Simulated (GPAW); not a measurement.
# BaTiO3: dielectric tensor with PBE

The system is BaTiO3.

```xyz
5
Lattice="3.9998 0.0000 0.0000 0.0000 3.9998 0.0000 0.0000 0.0000 4.1385" Properties=species:S:1:pos:R:3 pbc="T T T"
Ba    0.0000    0.0000    0.0000
Ti    1.9999    1.9999    2.0279
O     0.0000    1.9999    2.1396
O     1.9999    0.0000    2.1396
O     1.9999    1.9999    0.0786
```

| Property | Result |
| --- | --- |
| Program | GPAW 26.7.0 |
| Task | dielectric tensor |
| Functional | PBE |
| Potentials or basis | GPAW PAW data sets (gpaw-data 1.2.1) |
| Cutoff | 650 eV |
| Basis | pw |
| k mesh | 5 × 5 × 5 |
| Occupations | fermi-dirac, width 0.001 eV |
| Spin | no spin polarisation |
| Response ecut | 80 eV |
| Maxiter | 150 |
| Response k mesh | 5 × 5 × 5 |
| Response bands | 60 |
| Kernels | ["RPA"] |
| Coarser k mesh | 5 × 5 × 5 |

- Band gap on the k mesh: 1.92 eV, indirect (least direct gap 2.08 eV)
- Electronic dielectric tensor (diagonal): 6.05, 6.05, 5.63

Electronic dielectric tensor:
```
6.05 0.00 0.00
0.00 6.05 0.00
0.00 0.00 5.63
```

Wall time 3 min on 1 thread of Intel(R) Xeon(R) Processor @ 2.50GHz (Skylake/Cascade Lake) (shared host), peak memory 0.47 GiB.

Caveat: the long-wavelength limit can be off by several per cent where d states take part; spin-orbit coupling is left out, which moves the levels of the heavy elements; an odd mesh through Γ misses points on the zone boundary, where band edges often lie.
